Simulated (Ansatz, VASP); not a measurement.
## One calculation of Cd, two programs

```
Cd
1.0
     0.00000    2.33334    2.33334
     2.33334    0.00000    2.33334
     2.33334    2.33334    0.00000
Cd
1
Direct
  0.00000 0.00000 0.00000
```

Alike in both runs: task single point; functional RPBE; k mesh 13 × 13 × 13; occupations fermi-dirac, width 0.1 eV; no spin polarisation.

|  | VASP | Ansatz |
| --- | --- | --- |
| version | VASP 6.6.1 | Ansatz 0.2.0 |
| potentials or method | VASP PAW PBE potentials, release 64 (Cd) | plane waves (420 eV) with PAW, scalar-relativistic |
| plane-wave cutoff (eV) | 520 | 420 |
| valence electrons in the cell | 12 | 20 |

|  | VASP | Ansatz | Ansatz less VASP |
| --- | --- | --- | --- |
| pressure (GPa) | -1.0 | -1.2 | -0.14 |

The two sets of potentials don't hold the same shells in valence.

Caveats: the PAW data sets were made with another functional, which shifts forces and pressure a little (VASP).
